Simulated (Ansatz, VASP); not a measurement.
This is a calculation of ZnO (zincite) for VASP 6.6.1.

Contents of INCAR:

```
  ALGO = Normal
  EDIFF = 1E-7
  ENCUT = 520
  GGA = PE
  ISIF = 2
  ISMEAR = -1
  LASPH = T
  LCHARG = F
  LREAL = F
  LWAVE = F
  NBANDS = 26
  NELM = 100
  PREC = Accurate
  SIGMA = 0.05
```

File KPOINTS:

```
k-points
0
Gamma
  9 9 5
```

Contents of POSCAR:

```
ZnO
1.0
    3.2274999067      0.0000000000      0.0000000000
   -1.6137499533      2.7950969099      0.0000000000
    0.0000000000      0.0000000000      5.1707703030
Zn O
2 2
Direct
    0.6666666667      0.3333333333      0.0000000000
    0.3333333333      0.6666666667      0.5000000000
    0.3333333333      0.6666666667      0.8790100000
    0.6666666667      0.3333333333      0.3790100000
```

Potentials or basis: VASP PAW PBE potentials, release 64 (Zn, O).

Launch:

```console
$ cat potpaw_PBE.64/Zn/POTCAR potpaw_PBE.64/O/POTCAR > POTCAR
$ mpirun -np 1 vasp_std > vasp.out
```

Question: Translate it to Ansatz 0.2.0. Potentials there: all-electron LAPW, scalar-relativistic.

Answer: As run (the cutoff follows the program's own potentials):

File input.yaml:

```yaml
crystal:
  lattice:
    - [3.2274999067, 0.0, 0.0]
    - [-1.6137499533, 2.7950969099, 0.0]
    - [0.0, 0.0, 5.170770303]
  atoms:
    - { symbol: Zn, position: [0.6666666667, 0.3333333333, 0.0] }
    - { symbol: Zn, position: [0.3333333333, 0.6666666667, 0.5] }
    - { symbol: O, position: [0.3333333333, 0.6666666667, 0.87901] }
    - { symbol: O, position: [0.6666666667, 0.3333333333, 0.37901] }
kpoints:
  mp_grid: { grid: [9, 9, 5] }
scf:
  occupations: { method: fermi_dirac, width: 0.05 }
hamiltonian:
  xc: pbe
  pseudopotentials: { kind: all_electron, lapw: { basis_error: 0.001 } }
output:
  forces: true
  stress: true
  eigenvalues: true
```

Potentials or basis: all-electron LAPW, scalar-relativistic.

Command:

```sh
$ ansatz run input.yaml --threads 2 --pin off --max-ram 6144MiB --backend cpu --events-out ev --progress --plain --runs-dir out
```

Both were run:

|  | VASP | Ansatz | Ansatz less VASP |
| --- | --- | --- | --- |
| gap on the k mesh at the Fermi level (eV) | 0.82 | 0.85 | +0.031 |
| least direct gap on the mesh (eV) | 0.82 | 0.85 | +0.031 |
| pressure (GPa) | 9.2 | 8.0 | -1.25 |
| largest component of the traceless stress (GPa) | 1.24 | 1.20 | -0.039 |
| rms of the force components (eV/Å) | 0.047 | 0.044 | -0.0026 |

Atom by atom the forces differ by 0.003 eV/Å (rms over components). Ansatz ran all-electron here, so the differences hold the error of VASP's frozen core and of both bases.
